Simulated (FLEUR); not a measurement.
MoS2:

```
CELL_PARAMETERS angstrom
3.16900 0.00000 0.00000
-1.58450 2.74443 0.00000
0.00000 0.00000 12.32400
ATOMIC_POSITIONS crystal
Mo 0.66667 0.33333 0.75000
Mo 0.33333 0.66667 0.25000
S 0.66667 0.33333 0.37700
S 0.33333 0.66667 0.87700
S 0.66667 0.33333 0.12300
S 0.33333 0.66667 0.62300
```

Base run:

* Program: FLEUR MaX-R8.1 (later development tree)
* Functional: PBEsol
* Potentials or basis: all-electron
* Basis: FLAPW
* Kmax: 5.41 1/bohr
* k mesh: 10 × 10 × 3
* Occupations: fermi-dirac, width 0.05 eV
* Spin: no spin polarisation

Its results: band gap on the k mesh 0.88 eV, indirect (least direct gap 1.87 eV).

Question: The run is repeated on the same cell with these changes: functional from PBEsol to r2SCAN. What comes out?

Answer: Band gap on the k mesh 1.03 eV, indirect (least direct gap 1.99 eV).

r2SCAN gives the wider gap, since meta-GGAs in the generalised Kohn-Sham scheme recover part of the derivative discontinuity.

Caveats: the meta-GGA is that of a development version, with a GGA for the radial functions and cores and without core tails (some runs).

A k mesh can miss the band edges.

Not every run made on this cell is shown here.
